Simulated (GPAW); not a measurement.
Input of a GPAW 26.7.0 run:

The input run.py:

```python
from ase.dft.bandgap import bandgap
from ase.io import write
from ase.spacegroup import crystal
from gpaw import GPAW, PW

# C 8a
atoms = crystal(['C'],
                basis=[[0.25, 0.25, 0.25]],
                spacegroup=227, setting=1,  # Fd-3m
                cellpar=[3.56674, 3.56674, 3.56674, 90.0, 90.0, 90.0],
                primitive_cell=True)

calc = GPAW(mode=PW(600),
            xc={'name': 'HYB_GGA_XC_PBE0_13', 'fraction': 0.3333333333333333, 'omega': 0.0, 'backend': 'pw'},
            kpts={'size': (6, 6, 6), 'gamma': True},
            occupations={'name': 'fermi-dirac', 'width': 0.05},
            nbands=9,
            convergence={'density': 1e-05, 'energy': 1e-05},
            maxiter=60,
            txt='gpaw.txt')
atoms.calc = calc
energy = atoms.get_potential_energy()
calc.write('gs.gpw')
write('result.traj', atoms)
print(f'Energy: {energy:.6f} eV')
print('Fermi level:', round(calc.get_fermi_level(), 4), 'eV')
print(f'Gap: {bandgap(calc)[0]:.4f} eV, direct: {bandgap(calc, direct=True)[0]:.4f} eV')
```

Potentials or basis: GPAW PAW data sets (gpaw-data 1.2.1), pw.

The run is started by

```bash
$ OMP_NUM_THREADS=1 python run.py
```

Estimate the band gap on the k mesh.

6.73 eV, indirect (least direct gap 8.44 eV).

Caveat: the k mesh is coarse (spacing up to 0.51 Å⁻¹), so the values aren't converged, least of all with exact exchange. A k mesh can miss the band edges.
